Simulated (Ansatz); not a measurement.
CaF$_{2}$ (Fm-3m) under several functionals

Plane-wave DFT in Ansatz with scalar-relativistic PAW potentials. The same structure was relaxed (cell and atoms, symmetry kept) in separate runs at each level. No spin polarisation.

```tsv
level	cutoff (eV)	k mesh	V (Å³/atom)	a (Å)	gap (eV)
LDA	420	8×8×8	12.591	5.326	7.38
PBEsol	420	8×8×8	13.274	5.421	7.25
r2SCAN	500	8×8×8	13.408	5.439	8.03
PBE+D3(BJ)	420	8×8×8	13.634	5.469	7.28
```

**Question.** Where does PBE (420 eV, k mesh 8×8×8) fall?

**Answer.** V (Å³/atom) 13.944, a (Å) 5.510, gap (eV) 7.14. Its volume is the largest of the set. The usual order of volumes, LDA < PBEsol < PBE, holds here (12.591, 13.274, 13.944 Å³/atom). As a rule LDA overbinds; PBEsol, built on the gradient expansion of slowly varying densities, lies between LDA and PBE; PBE's stronger gradient term for exchange weakens bonds. Adding D3 to PBE changes the volume by -2.2 %; the term is attractive, so it pulls cells in. In ionic crystals its C6 for cations, set by coordination number and not by charge, is often too large, so it can pull in too far. r2SCAN lies 3.8 % under PBE in volume. Each gap belongs to its own cell, so it mixes the functional's effect with that of the volume; gaps are the least found on the k mesh or on a band path.